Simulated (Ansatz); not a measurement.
# Dielectric response of CdS (110) films, part 2 of 4

Wanted: ε of zincblende CdS (110) by finite fields on slabs, and the band edges against the vacuum where run.

Ansatz 0.2.0; plane-wave DFT, PBEsol, Ansatz PAW.

So far, gap on the k-mesh (eV): step 2 (relaxation, 10 atoms, units 5) 1.54; step 3 (the relaxed film, single point, 10 atoms, units 5) 1.54.

## 4. Atoms held, 10 atoms, units 5, field 0.05 V/Å

A sawtooth potential applies the field, turning back in the middle of the vacuum. With the dipole correction the typed value is the field outside the slab. The induced dipole is small, so the SCF threshold is tight.

File input.yaml:

```yaml
crystal:
  lattice:
    - [4.11536147, 0.0, 0.0]
    - [0.0, 5.82, 0.0]
    - [0.0, 0.0, 26.230722933]
  atoms:
    - { symbol: Cd, position: [0.5, 0.5515053542, 0.3603099812] }
    - { symbol: S, position: [0.0, 0.7523892407, 0.3371175403] }
    - { symbol: Cd, position: [0.0, -0.0212596983, 0.4183465361] }
    - { symbol: S, position: [0.5, 0.2307645537, 0.4220544883] }
    - { symbol: Cd, position: [0.5, 0.4845623672, 0.4999999998] }
    - { symbol: S, position: [0.0, 0.7386387106, 0.5000000005] }
    - { symbol: Cd, position: [0.0, -0.0212596942, 0.5816534625] }
    - { symbol: S, position: [0.5, 0.230764558, 0.5779455132] }
    - { symbol: Cd, position: [0.5, 0.5515053615, 0.6396900184] }
    - { symbol: S, position: [0.0, 0.7523892467, 0.6628824597] }
kpoints:
  mp_grid: { grid: [6, 6, 1] }
hamiltonian:
  xc: pbesol
scf:
  occupations: { method: fixed }
  convergence: { dr2_threshold: 1.0e-10 }
efield:
  axis: 3
  dipole_correction: true
  ramp_position: 0.97
  ramp_width: 0.06
  amplitude: 0.05
output:
  write_potential: true
  write_density: true
  volumetric_format: npy
```

Command:

```sh
$ ansatz run input.yaml --threads 4 --pin off --max-ram 12288MiB --backend cpu --events-out ev --progress --plain --runs-dir out
```

Numbers of over 12 decimals in the logs are rounded to 6 here.

The log of the run:

```text
[...]
Crystal: 10 atoms, lattice volume = 628.263 Å³
Basis set: ecut = 420 eV, 12221 PW (Γ)
Bands: 78, of which v1, the nominal top of the filled ones, is band 65 counted from 1 (64 counted from 0)
Symmetry: 2 space group operations
k-points: 16 of 36 (time reversal used)
[...]
SCF iter   1: F=—  HF=-45352.811345 eV  |F-HF|=—  |Δ(HF+E_count)|=         —  Δρ=2.62e-2  dr2=9.48e0  ethr=3.10e-3  p=0.066 e·Å  D=1.90e-2 V/Å  ΔV_dip=-0.50 eV  dr2_dipole=3.07e-4  V_vac-E_F(+/−)=7.00/6.30 eV  ⟨swp⟩=5.7  Hψ=4412  notcnv=0  defer=159
[...]
SCF iter  13: F=-45349.809583 eV  HF=-45349.809583 eV  |F-HF|=8.73e-11  |Δ(HF+E_count)|=  2.33e-10  Δρ=7.31e-8  dr2=3.12e-11  ethr=1.00e-12  p=0.059 e·Å  D=1.70e-2 V/Å  ΔV_dip=-0.45 eV  dr2_dipole=1.68e-17  V_vac-E_F(+/−)=6.30/5.55 eV  ⟨swp⟩=22.1  Hψ=5601  notcnv=0
SCF 1 converged in 13 iterations: F = -45349.809583 eV  dr2 = 3.12e-11
[...]
SCF converged after 13 iterations
[...]
Free energy (F): -45349.809583 eV
[...]
Internal energy: -45349.809583 eV  (E = F + TS)
E sigma→0 (E₀):  -45349.809583 eV
Fermi energy:    -0.904337 eV
Dipole field:    D = 0.016994 V/Å  (p = 0.059004 e·Å, saw-weighted, corrected)
Work function:   not extracted (applied field tilts the vacuum); planar V_es + V_field profile in the machine report
[...]
--- Band table (eV; the first three rows and the last of 16) ---
  k-point 0: bands = [... 61 lower, -1.1863, -1.1360, -1.0543, -0.9043, 0.6356, 1.6621, 2.4805, 2.7708, ... 9 higher]
  k-point 1: bands = [... 61 lower, -1.2737, -1.1678, -1.1389, -1.0389, 0.9949, 1.6922, 2.4261, 2.7565, ... 9 higher]
  k-point 2: bands = [... 61 lower, -1.3974, -1.3936, -1.3381, -1.2645, 1.7406, 1.8693, 2.1886, 2.6918, ... 9 higher]
  k-point 15: bands = [... 61 lower, -2.1697, -1.9073, -1.5641, -1.5459, 2.1147, 2.5521, 2.8972, 3.6584, ... 9 higher]
```

Run time: 33 s. Hardware: 4 threads of Arm Neoverse V1, shared host; peak memory 1.7 GiB; 2.2 min of CPU time.

Numbers from this step:

- gap on the k-mesh: 1.540 eV
- dipole along the normal: 0.05900 e·Å

The dipole is 0.0590 e·Å, and the gap on the mesh 1.540 eV.

## 5. Single point, 10 atoms, units 5, field -0.05 V/Å

Edit input.yaml of step 4 so:

```diff
@@ -28,3 +28,3 @@
   ramp_width: 0.06
-  amplitude: 0.05
+  amplitude: -0.05
 output:
```

The log of the run:

```text
[...]
Crystal: 10 atoms, lattice volume = 628.263 Å³
Basis set: ecut = 420 eV, 12221 PW (Γ)
Bands: 78, of which v1, the nominal top of the filled ones, is band 65 counted from 1 (64 counted from 0)
Symmetry: 2 space group operations
k-points: 16 of 36 (time reversal used)
[...]
k-point 0: bands = [... 61 lower, -1.1863, -1.1360, -1.0543, -0.9043, 0.6356, 1.6621, 2.4805, 2.7708, ... 9 higher]
  k-point 1: bands = [... 61 lower, -1.2737, -1.1678, -1.1389, -1.0389, 0.9949, 1.6922, 2.4261, 2.7565, ... 9 higher]
  k-point 2: bands = [... 61 lower, -1.3974, -1.3936, -1.3381, -1.2645, 1.7406, 1.8693, 2.1886, 2.6918, ... 9 higher]
  k-point 15: bands = [... 61 lower, -2.1697, -1.9073, -1.5641, -1.5459, 2.1147, 2.5521, 2.8972, 3.6584, ... 9 higher]
[key lines of the parts left out:]
SCF converged after 13 iterations
Free energy (F): -45349.809583 eV
Fermi energy:    -0.904337 eV
Dipole field:    D = -0.016994 V/Å  (p = -0.059004 e·Å, saw-weighted, corrected)
```

It took 32 s on 4 threads; peak memory 1.7 GiB.

The dipole is -0.0590 e·Å, and the gap on the mesh 1.540 eV.

## 6. Response with the atoms held, 10 atoms, units 5

This step: plane-wave DFT, PBEsol, Ansatz PAW; response to a field along the normal, atoms held (Ansatz 0.2.0).

The two fields give this film's response with the atoms held: the electronic part.

Numbers from this step:

- equivalent conductor thickness p/(ε₀AE): 8.915 Å
- distance between the outer atoms: 8.545 Å
- thickness: 10.29 Å
- inner field over outer field: 0.1585
- local ε in the middle: 6.308

Local field over the applied field, running mean. From the potentials at -0.05 and 0.05 V/Å; running mean over 2.058 Å, taken twice. Table of local field over applied field by z:

```tsv
z (Å)	local field over applied field
4.0	0.999
4.5	0.998
5.0	0.995
5.5	0.985
6.0	0.961
6.5	0.908
7.0	0.818
7.5	0.691
8.0	0.541
8.5	0.393
9.0	0.275
9.5	0.196
10.0	0.159
10.5	0.150
11.0	0.154
11.5	0.159
12.0	0.160
12.5	0.159
13.0	0.157
13.5	0.158
14.0	0.160
14.5	0.160
15.0	0.156
15.5	0.151
16.0	0.153
16.5	0.174
17.0	0.233
17.5	0.334
18.0	0.471
18.5	0.623
19.0	0.763
19.5	0.871
20.0	0.940
20.5	0.976
21.0	0.992
21.5	0.997
22.0	0.999
```

The induced electron density oscillates, so the rows of the table below give means over windows of 1 Å about each position, cut where the curve ends. Its maxima inside the range that stand out by 2 % of the span (Å: e/Å³ per V/Å): 8.0: 0.00300, 9.2: 9.4e-4, 12.1: 2.2e-4, 13.4: 1.8e-4, 16.0: 3.5e-4, 17.3: -7.8e-4. Its minima: 8.9: 7.9e-4, 10.2: -3.5e-4, 12.8: -1.8e-4, 14.1: -2.2e-4, 17.1: -9.4e-4, 18.2: -0.00300.

Electrons, planar mean, per unit field. Table of induced electron density by z; means over each step:

```tsv
z (Å)	induced electron density (e/Å³ per V/Å)
4	2.2e-6
5	1.7e-5
6	1.6e-4
7	0.00109
8	0.00260
9	9.8e-4
10	-1.0e-4
11	-1.9e-4
12	1.5e-4
13	-1.0e-5
14	-1.2e-4
15	9.6e-5
16	2.6e-4
17	-7.5e-4
18	-0.00236
19	-0.00154
20	-2.5e-4
21	-2.8e-5
22	-3.6e-6
```

By hand: between -0.05 and 0.05 V/Å the dipole changes by 0.1180 e·Å, a slope of 1.180 e·Å²/V. A perfect conductor of thickness t has p = ε₀AEt, so t = 180.95 × 1.180 / 23.951 = 8.92 Å (e/ε₀ = 180.95 V·Å, A in Å²).

The induced dipole is that of a conductor 8.92 Å thick.

## 7. Field on, atoms free, 10 atoms, field 0.05 V/Å

This step: plane-wave DFT, PBEsol, Ansatz PAW (Ansatz 0.2.0).

Now the atoms may follow the field. A weak field makes forces of meV/Å to tens of meV/Å, so the force tolerance is set well below the usual one.

Edit input.yaml of step 5 so:

```diff
@@ -28,3 +28,6 @@
   ramp_width: 0.06
-  amplitude: -0.05
+  amplitude: 0.05
+relax:
+  f_tol: 0.0006
+  max_steps: 70
 output:
```

The log of the run:

```text
[...]
Crystal: 10 atoms, lattice volume = 628.263 Å³
Basis set: ecut = 420 eV, 12221 PW (Γ), exchange–correlation on 60×80×360 points (8 copies of the dense FFT grid, shifted against one another)
Bands: 78, of which v1, the nominal top of the filled ones, is band 65 counted from 1 (64 counted from 0)
Symmetry: 2 space group operations
k-points: 16 of 36 (time reversal used)
[...]
SCF iter   1: F=—  HF=-45352.809069 eV  |F-HF|=—  |Δ(HF+E_count)|=         —  Δρ=2.63e-2  dr2=9.51e0  ethr=3.10e-3  p=0.066 e·Å  D=1.90e-2 V/Å  ΔV_dip=-0.50 eV  dr2_dipole=3.08e-4  V_vac-E_F(+/−)=7.00/6.30 eV  ⟨swp⟩=5.7  Hψ=4254  notcnv=0  defer=158
[...]
SCF iter  13: F=-45349.809297 eV  HF=-45349.809297 eV  |F-HF|=1.09e-10  |Δ(HF+E_count)|=  5.89e-10  Δρ=7.37e-8  dr2=3.43e-11  ethr=1.00e-12  p=0.059 e·Å  D=1.70e-2 V/Å  ΔV_dip=-0.45 eV  dr2_dipole=1.04e-15  V_vac-E_F(+/−)=6.30/5.55 eV  ⟨swp⟩=7.0  Hψ=6098  notcnv=0
SCF 1 converged in 13 iterations: F = -45349.809297 eV  dr2 = 3.43e-11
[...]
relax step   1: F+E_penalty+E_count = -45349.80929743 eV  Δ(F+E_penalty+E_count) = +0.000e0 eV  max|allowed force component| = 1.888e-2 eV/Å  Δτ_max = 0.0000 Å  (13 SCF iters, accepted)
[...]
SCF iter   8: F=-45349.809401 eV  HF=-45349.809401 eV  |F-HF|=4.37e-11  |Δ(HF+E_count)|=  3.71e-10  Δρ=5.39e-8  dr2=2.06e-11  ethr=1.00e-12  p=0.063 e·Å  D=1.80e-2 V/Å  ΔV_dip=-0.47 eV  dr2_dipole=1.32e-13  V_vac-E_F(+/−)=6.29/5.57 eV  ⟨swp⟩=7.0  Hψ=5944  notcnv=0
SCF 2 converged in 8 iterations: F = -45349.809401 eV  dr2 = 2.06e-11
relax step   2: F+E_penalty+E_count = -45349.80940050 eV  Δ(F+E_penalty+E_count) = -1.031e-4 eV  max|allowed force component| = 2.749e-3 eV/Å  Δτ_max = 0.0031 Å  (8 SCF iters, accepted)
SCF iter   1: F=—  HF=-45349.809368 eV  |F-HF|=—  |Δ(HF+E_count)|=         —  Δρ=1.50e-5  dr2=2.59e-6  ethr=7.11e-8  p=0.063 e·Å  D=1.80e-2 V/Å  ΔV_dip=-0.47 eV  dr2_dipole=9.68e-7  V_vac-E_F(+/−)=6.29/5.57 eV  ⟨swp⟩=3.0  Hψ=2352  notcnv=0  defer=175
[...]
SCF iter   7: F=-45349.809404 eV  HF=-45349.809404 eV  |F-HF|=5.82e-11  |Δ(HF+E_count)|=  1.67e-10  Δρ=4.21e-8  dr2=9.98e-12  ethr=1.00e-12  p=0.063 e·Å  D=1.82e-2 V/Å  ΔV_dip=-0.48 eV  dr2_dipole=1.67e-14  V_vac-E_F(+/−)=6.29/5.57 eV  ⟨swp⟩=6.6  Hψ=5797  notcnv=0
SCF 3 converged in 7 iterations: F = -45349.809404 eV  dr2 = 9.98e-12
relax step   3: F+E_penalty+E_count = -45349.80940350 eV  Δ(F+E_penalty+E_count) = -3.001e-6 eV  max|allowed force component| = 6.255e-4 eV/Å  Δτ_max = 0.0009 Å  (7 SCF iters, accepted)
SCF iter   1: F=—  HF=-45349.809404 eV  |F-HF|=—  |Δ(HF+E_count)|=         —  Δρ=4.91e-6  dr2=1.80e-7  ethr=1.85e-9  p=0.063 e·Å  D=1.82e-2 V/Å  ΔV_dip=-0.48 eV  dr2_dipole=1.24e-9  V_vac-E_F(+/−)=6.29/5.57 eV  ⟨swp⟩=3.1  Hψ=2371  notcnv=0  defer=109
[...]
SCF iter   5: F=-45349.809404 eV  HF=-45349.809404 eV  |F-HF|=1.46e-10  |Δ(HF+E_count)|=  2.04e-10  Δρ=8.52e-8  dr2=3.59e-11  ethr=1.00e-12  p=0.063 e·Å  D=1.82e-2 V/Å  ΔV_dip=-0.48 eV  dr2_dipole=1.18e-12  V_vac-E_F(+/−)=6.29/5.57 eV  ⟨swp⟩=7.0  Hψ=5995  notcnv=0
SCF 4 converged in 5 iterations: F = -45349.809404 eV  dr2 = 3.59e-11
relax step   4: F+E_penalty+E_count = -45349.80940376 eV  Δ(F+E_penalty+E_count) = -2.597e-7 eV  max|allowed force component| = 4.445e-4 eV/Å  Δτ_max = 0.0002 Å  (5 SCF iters, accepted)
NSCF: frozen V_eff on 16 k-points
[...]
SCF converged after 5 iterations
[...]
Free energy (F): -45349.809404 eV
[...]
Internal energy: -45349.809404 eV  (E = F + TS)
E sigma→0 (E₀):  -45349.809404 eV
Fermi energy:    -0.906530 eV
Dipole field:    D = 0.018200 V/Å  (p = 0.063191 e·Å, saw-weighted, corrected)
Work function:   not extracted (applied field tilts the vacuum); planar V_es + V_field profile in the machine report
[...]
--- Forces (eV/Å), atoms counted from 1 ---
  atom   1  Cd     0.00000000     0.00009724    -0.00007079
  atom   2  S      0.00000000    -0.00000559     0.00010218
  atom   3  Cd    -0.00000000     0.00022103    -0.00044462
  atom   4  S     -0.00000000    -0.00029771     0.00002117
  atom   5  Cd     0.00000000     0.00004829     0.00022752
  atom   6  S     -0.00000000    -0.00007785     0.00038193
  atom   7  Cd    -0.00000000    -0.00011183    -0.00039912
  atom   8  S     -0.00000000     0.00024411     0.00009603
  atom   9  Cd     0.00000000    -0.00008517    -0.00002953
  atom  10  S      0.00000000    -0.00003243     0.00011361
  max |Σ_I F_I| component: 1.63e-6 eV/Å
--- Band table (eV; the first three rows and the last of 16) ---
  k-point 0: bands = [... 61 lower, -1.1849, -1.1375, -1.0532, -0.9065, 0.6361, 1.6624, 2.4809, 2.7706, ... 9 higher]
  k-point 1: bands = [... 61 lower, -1.2732, -1.1686, -1.1367, -1.0423, 0.9956, 1.6924, 2.4264, 2.7563, ... 9 higher]
  k-point 2: bands = [... 61 lower, -1.3968, -1.3855, -1.3476, -1.2655, 1.7427, 1.8680, 2.1884, 2.6917, ... 9 higher]
  k-point 15: bands = [... 61 lower, -2.1703, -1.9069, -1.5644, -1.5477, 2.1163, 2.5528, 2.8977, 3.6585, ... 9 higher]
--- Relaxed structure (4 steps of the walk, 4 accepted, 0 SCFs on fresh bases) ---
  F+E_penalty+E_count = -45349.80940376 eV   max|allowed force component| = 4.445e-4 eV/Å
  atoms:
    - { symbol: Cd, position: [0.5, 0.551970, 0.360432] }
    - { symbol: S, position: [0, 0.752583, 0.337062] }
    - { symbol: Cd, position: [0, -0.021030, 0.418374] }
    - { symbol: S, position: [0.5, 0.230877, 0.422028] }
    - { symbol: Cd, position: [0.5, 0.484572, 0.500062] }
    - { symbol: S, position: [0, 0.738611, 0.499908] }
    - { symbol: Cd, position: [0, -0.021411, 0.581663] }
    - { symbol: S, position: [0.5, 0.230558, 0.577894] }
    - { symbol: Cd, position: [0.5, 0.551140, 0.639775] }
    - { symbol: S, position: [0, 0.752129, 0.662801] }
```

Elapsed: 71 s, on 4 threads; peak memory 1.5 GiB; 4.6 min of CPU time.

No atom moved by 0.005 Å in the relaxation.

This step gave:

```yaml
gap_on_the_k_mesh: 1.543 eV
dipole_along_the_normal: 0.06319 e·Å
```

The relaxation took 4 steps and lowered the energy by 1.1e-4 eV; the largest force on the free atoms ends at 4.4e-4 eV/Å.

The dipole is 0.0632 e·Å, and the gap on the mesh 1.543 eV.

## 8. Field on, atoms free, 10 atoms, field -0.05 V/Å

The opposite sign, again from the field-free geometry; the difference of the two cancels what relaxes without a field.

Edit input.yaml of step 7 so:

```diff
@@ -28,3 +28,3 @@
   ramp_width: 0.06
-  amplitude: 0.05
+  amplitude: -0.05
 relax:
```

The log of the run:

```text
[...]
Crystal: 10 atoms, lattice volume = 628.263 Å³
Basis set: ecut = 420 eV, 12221 PW (Γ), exchange–correlation on 60×80×360 points (8 copies of the dense FFT grid, shifted against one another)
Bands: 78, of which v1, the nominal top of the filled ones, is band 65 counted from 1 (64 counted from 0)
Symmetry: 2 space group operations
k-points: 16 of 36 (time reversal used)
[...]
- { symbol: S, position: [0, 0.752129, 0.337199] }
    - { symbol: Cd, position: [0, -0.021411, 0.418337] }
    - { symbol: S, position: [0.5, 0.230558, 0.422106] }
    - { symbol: Cd, position: [0.5, 0.484572, 0.499938] }
    - { symbol: S, position: [0, 0.738611, 0.500092] }
    - { symbol: Cd, position: [0, -0.021030, 0.581626] }
    - { symbol: S, position: [0.5, 0.230878, 0.577972] }
    - { symbol: Cd, position: [0.5, 0.551970, 0.639568] }
    - { symbol: S, position: [0, 0.752583, 0.662938] }
[key lines of the parts left out:]
SCF converged after 5 iterations
Free energy (F): -45349.809404 eV
Fermi energy:    -0.906530 eV
Dipole field:    D = -0.018200 V/Å  (p = -0.063191 e·Å, saw-weighted, corrected)
```

Elapsed: 72 s, on 4 threads; peak memory 1.5 GiB; 4.7 min of CPU time.

No atom moved by 0.005 Å in the relaxation.

The relaxation took 4 steps and lowered the energy by 1.1e-4 eV; the largest force on the free atoms ends at 4.4e-4 eV/Å.

The dipole is -0.0632 e·Å, and the gap on the mesh 1.543 eV.

## 9. Response with the atoms relaxed, 10 atoms, units 5

This step: plane-wave DFT, PBEsol, Ansatz PAW; response to a field along the normal, atoms relaxed (Ansatz 0.2.0).

The two relaxed runs give the static response.

Numbers from this step:

* equivalent conductor thickness p/(ε₀AE): 9.548 Å
* distance between the outer atoms: 8.544 Å
* inner field over outer field: 0.1172
* local ε in the middle: 8.531

Local field over the applied field, running mean. From the potentials at -0.05 and 0.05 V/Å; running mean over 2.058 Å, taken twice. The local field over applied field by z:

z (Å), local field over applied field and a bar:
```
      4.0      0.999 ##############################
      4.5      0.998 ##############################
      5.0      0.995 ##############################
      5.5      0.984 ##############################
      6.0      0.951 #############################
      6.5      0.890 ###########################
      7.0      0.821 #########################
      7.5      0.715 #####################
      8.0      0.557 #################
      8.5      0.380 ###########
      9.0      0.187 #####
      9.5      0.042 #
     10.0      0.012 
     10.5      0.053 #
     11.0      0.108 ###
     11.5      0.151 ####
     12.0      0.147 ####
     12.5      0.114 ###
     13.0      0.107 ###
     13.5      0.110 ###
     14.0      0.129 ####
     14.5      0.157 ####
     15.0      0.130 ####
     15.5      0.079 ##
     16.0      0.027 
     16.5      0.013 
     17.0      0.112 ###
     17.5      0.287 ########
     18.0      0.479 ##############
     18.5      0.647 ###################
     19.0      0.777 #######################
     19.5      0.862 ##########################
     20.0      0.923 ############################
     20.5      0.973 #############################
     21.0      0.991 ##############################
     21.5      0.997 ##############################
     22.0      0.999 ##############################
```

The induced dipole is that of a conductor 9.55 Å thick.

## 10. Relaxation, 16 atoms, units 8

This step: plane-wave DFT, PBEsol, Ansatz PAW (Ansatz 0.2.0).

System of this step: CdS (110), 8 units. The cell holds 16 atoms: 8 Cd and 8 S. Its edges and angles: a = 4.115 Å, b = 5.820 Å, c = 32.404 Å, α = 90.0°, β = 90.0°, γ = 90.0°. It derives from CdS (zincblende CdS). Vacuum lies along c.

The next thickness, treated alike, so that differences show the interior and the faces cancel.

File input.yaml:

```yaml
crystal:
  lattice:
    - [4.11536147, 0.0, 0.0]
    - [0.0, 5.82, 0.0]
    - [0.0, 0.0, 32.4037651328]
  atoms:
    - { symbol: Cd, position: [0.5, 0.5, 0.2777455016] }
    - { symbol: S, position: [0.0, 0.75, 0.2777455016] }
    - { symbol: Cd, position: [0.0, 0.0, 0.3412467868] }
    - { symbol: S, position: [0.5, 0.25, 0.3412467868] }
    - { symbol: Cd, position: [0.5, 0.5, 0.4047480721] }
    - { symbol: S, position: [0.0, 0.75, 0.4047480721] }
    - { symbol: Cd, position: [0.0, 0.0, 0.4682493574] }
    - { symbol: S, position: [0.5, 0.25, 0.4682493574] }
    - { symbol: Cd, position: [0.5, 0.5, 0.5317506426] }
    - { symbol: S, position: [0.0, 0.75, 0.5317506426] }
    - { symbol: Cd, position: [0.0, 0.0, 0.5952519279] }
    - { symbol: S, position: [0.5, 0.25, 0.5952519279] }
    - { symbol: Cd, position: [0.5, 0.5, 0.6587532132] }
    - { symbol: S, position: [0.0, 0.75, 0.6587532132] }
    - { symbol: Cd, position: [0.0, 0.0, 0.7222544984] }
    - { symbol: S, position: [0.5, 0.25, 0.7222544984] }
kpoints:
  mp_grid: { grid: [6, 6, 1] }
hamiltonian:
  xc: pbesol
scf:
  occupations: { method: fixed }
  convergence: { dr2_threshold: 1.0e-09 }
efield:
  axis: 3
  dipole_correction: true
  ramp_position: 0.97
  ramp_width: 0.06
relax:
  f_tol: 0.003
  max_steps: 100
output:
  write_potential: true
  write_density: true
  volumetric_format: npy
```

The log of the run:

```text
[...]
Crystal: 16 atoms, lattice volume = 776.116 Å³
Basis set: ecut = 420 eV, 15099 PW (Γ), exchange–correlation on 60×80×450 points (8 copies of the dense FFT grid, shifted against one another)
Bands: 125, of which v1, the nominal top of the filled ones, is band 104 counted from 1 (103 counted from 0)
Symmetry: 2 space group operations
[...]
- { symbol: Cd, position: [0.5, 0.488646, 0.533086] }
    - { symbol: S, position: [0.0, 0.739106, 0.530785] }
    - { symbol: Cd, position: [0.0, -0.00930985, 0.593591] }
    - { symbol: S, position: [0.5, 0.242230, 0.596873] }
    - { symbol: Cd, position: [0.5, 0.487767, 0.662572] }
    - { symbol: S, position: [0.0, 0.737970, 0.657501] }
    - { symbol: Cd, position: [0.0, 0.057422, 0.707776] }
    - { symbol: S, position: [0.5, 0.256169, 0.727562] }
[key lines of the parts left out:]
SCF converged after 7 iterations
Free energy (F): -72560.490329 eV
Fermi energy:    0.565624 eV
Dipole field:    D = 0.000001 V/Å  (p = 0.000004 e·Å, saw-weighted, corrected)
Work function:   Φ+ = 5.9806 eV   Φ− = 5.9807 eV
```

The job ended after 5.2 min (4 threads; peak memory 2.4 GiB; 21 min of CPU time).

The steps of the relaxation:

```tsv
step	energy less that of the first step (eV)	largest force component (eV/Å)
1	0.0000	0.9687
2	-0.5185	0.5648
3	-0.7491	0.2565
4	-0.8079	0.0605
5	-0.8111	0.0308
6	-0.8122	0.0192
7	-0.8123	0.0023
```

Forces are held to the 2 operations that the run works with; a distortion that breaks them can't arise in this run.

The atoms that moved most (Å):

```tsv
atom	dx	dy	dz	length
Cd1	0.000	0.334	0.469	0.576
Cd15	0.000	0.334	-0.469	0.576
S2	0.000	0.036	-0.172	0.176
S16	0.000	0.036	0.172	0.176
Cd13	0.000	-0.071	0.124	0.143
Cd3	0.000	-0.071	-0.124	0.143
S14	0.000	-0.070	-0.041	0.081
S4	0.000	-0.070	0.041	0.081
```

The relaxation took 7 steps and lowered the energy by 0.81 eV; the largest force on the free atoms ends at 0.0023 eV/Å.

The gap is 1.36 eV, with the valence edge 5.98 eV and the conduction edge 4.62 eV under the upper vacuum level.

(Continued in part 3 of 4.)

[Logs are printed without paths, hosts, clocks, repeated set-up lines and the standing remarks that a program may print on its own settings, such as how far it seeks lower states.]

[Hosts, paths, dates, database ids (printed as entryN), source tags and the programs' standing remarks are cut or masked in the printed files.]

[Maps of the electrostatic potential energy from Ansatz leave out the sawtooth potential of an applied field or a dipole correction, so their vacuum need not be flat; planar profiles and work functions include it.]
